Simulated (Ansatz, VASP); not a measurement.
Two plane-wave programs on InP

```
CELL_PARAMETERS angstrom
0.00000 2.98003 2.98003
2.98003 0.00000 2.98003
2.98003 2.98003 0.00000
ATOMIC_POSITIONS crystal
In 0.00000 0.00000 0.00000
P 0.25000 0.25000 0.25000
```

Alike in both runs: task relaxation of cell and atoms; functional PBE; dispersion D3(BJ); k mesh 10 × 10 × 10; occupations gaussian, width 0.02 eV; no spin polarisation.

|  | VASP | Ansatz |
| --- | --- | --- |
| version | VASP 6.6.1 | Ansatz 0.2.0 |
| potentials or method | VASP PAW PBE potentials, release 64 (In_d, P) | scalar-relativistic, plane waves, PAW |
| plane-wave cutoff (eV) | 600 | 420 |
| valence electrons in the cell | 18 | 18 |

VASP gave:

- gap on the k mesh at the Fermi level, each at its own relaxed structure (eV): 0.62
- relaxed volume (Å³/atom): 25.58
- relaxed cell length with the largest relative difference (Å): 4.167
- energy change over the relaxation (meV/atom): -6

**Question.** Estimate Ansatz's values.

**Answer.** gap on the k mesh at the Fermi level, each at its own relaxed structure (eV): 0.62; relaxed volume (Å³/atom): 25.60; relaxed cell length with the largest relative difference (Å): 4.168; energy change over the relaxation (meV/atom): -6.

Caveats: spin-orbit coupling is left out, which moves the levels of the heavy elements. PBE gaps usually lie below the measured ones, often by a third to a half.
